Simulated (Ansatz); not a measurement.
InN in the wurtzite structure (space group P6_3mc, No. 186)

```cif
data_In2N2
_chemical_formula_sum 'In2 N2'
_space_group_name_H-M_alt 'P63mc'
_space_group_IT_number 186
_space_group_name_Hall 'P 6c -2c'
_cell_length_a 3.54804
_cell_length_b 3.54804
_cell_length_c 5.72375
_cell_angle_alpha 90.000
_cell_angle_beta 90.000
_cell_angle_gamma 120.000
loop_
_atom_site_label
_atom_site_type_symbol
_atom_site_symmetry_multiplicity
_atom_site_Wyckoff_symbol
_atom_site_fract_x
_atom_site_fract_y
_atom_site_fract_z
_atom_site_occupancy
In1 In 2 b 0.66667 0.33333 0.00225 1
N1 N 2 b 0.33333 0.66667 0.12295 1
```

All numbers come from r2SCAN in Ansatz (plane waves to 500 eV, PAW, spin-orbit coupling left out), earlier PAW set. k-mesh 11×11×6 (Γ-centred); smearing 0.05 eV (Fermi–Dirac).

The volume per atom is 15.60 Å³ and the density is 6.86 g/cm³. The band gap comes out as 0.06 eV (uncertain: the edges found on the path are not clean extrema) and the total energy is -2998.443 eV/atom (σ→0; compares only within this code and set-up).

No phonon test of stability was made. A zero or small gap of InN can be the functional's error rather than a property of the material.

Ansatz is a program for electronic structure.
